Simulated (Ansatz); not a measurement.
Pt (bcc)

Computed with Ansatz (plane waves, PAW, 420 eV cutoff): PBE with spin–orbit coupling, two-component spinors, Γ-centred 18×18×18 mesh, 0.05 eV Gaussian smearing. The datasets are Ansatz's generated set soft_2.

```
Pt
1.0
    -1.58223    1.58223    1.58223
     1.58223   -1.58223    1.58223
     1.58223    1.58223   -1.58223
Pt
1
Direct
  0.00000 0.00000 0.00000
```

At room temperature and ambient pressure Pt is fcc.

Path: Γ–H–N–Γ–P–H | P–N, with Γ = (0.000, 0.000, 0.000), H = (0.500, -0.500, 0.500), N = (0.000, 0.000, 0.500), P = (0.250, 0.250, 0.250) in reciprocal vectors of the calculation's cell.

Problem. Is it a metal or an insulator, and if it has a gap, where are the band edges on this path?

Solution. A metal: bands cross the Fermi level.

Bands as a text map, energy in eV from the Fermi level (dashes), each leg drawn with the same width:
```
  4.86 |               *                       * *          **        
  4.57 |                                      * *          *    *     
  4.29 |        *                                                     
  4.00 |                *                                             
  3.71 |                                                         *    
  3.43 |                                                              
  3.14 |                                     *                        
  2.86 |                 *                                        *   
  2.57 |                                                              
  2.29 |       *                                                   *  
  2.00 |                  *                                           
  1.71 |                                    *                         
  1.43 |                                                            * 
  1.14 |          **       **                             *          *
  0.86 |      *  *  *  ****  *                           *            
  0.57 |             **    *  *                         *             
  0.29 |        *                          *                          
  0.00 |-----*---***--------*--*-----------------------****----------*
 -0.29 |    *  * *  *        *                        ** *          * 
 -0.57 |  **    *             * **        *  *********     *********  
 -0.86 |**    *     **      ** *  ******** ** ** **  *       ***    **
 -1.14 | *      *          *    *  **   ** ***     **           ****  
 -1.43 |  *  * *     **   * *******       *             *          ***
 -1.71 |                   *  *  *                                *   
 -2.00 |   ** **       ***                                            
 -2.29 |              *   *       *      *                       *    
 -2.57 |   ****                *   *                   *        *     
 -2.86 | **                         *  **                             
        Γ         H         N         Γ         P         HP         N
```
